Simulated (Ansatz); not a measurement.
**InP (F-43m), clamped-ion strain scan**

Computed with DFT r2SCAN, scalar-relativistic, plane waves, PAW in Ansatz. Cutoff 500 eV, Γ-centred 8×8×8 k-points, Gaussian smearing of 0.05 eV. No spin polarisation. Energies are free energies at this smearing, counted from the undisturbed cell; pressure is positive in compression.

Zero of the scan (as given, not relaxed at this level; it stands at 1.7 GPa):

```
In P
1.0
     0.00000    2.93050    2.93050
     2.93050    0.00000    2.93050
     2.93050    2.93050    0.00000
In P
1 1
Cartesian
  0.0000 0.0000 0.0000
  4.3957 4.3957 4.3957
```

The cell is strained by ε times the Voigt pattern (1, 1, 0, 0, 0, 0) (xx, yy, zz, yz, xz, xy; engineering shear) with fractional coordinates fixed.

```
      ε  ΔE (meV/atom)
-0.1500          905.4
-0.1125          484.5
-0.0750          212.7
-0.0375           59.5
 0.0000            0.0
 0.0375           13.6
 0.0750           83.1
 0.1125          193.7
 0.1312          260.6
 0.1500          334.1
```

Task: Predict the stress summed along the pattern (GPa, tension positive) at each point.

Result:
| ε | stress summed along the pattern (GPa, tension positive) |
| --- | --- |
| -0.1500 | -101.29 |
| -0.1125 | -65.18 |
| -0.0750 | -38.16 |
| -0.0375 | -18.09 |
| 0.0000 | -3.37 |
| 0.0375 | 7.22 |
| 0.0750 | 14.61 |
| 0.1125 | 19.40 |
| 0.1312 | 21.13 |
| 0.1500 | 22.46 |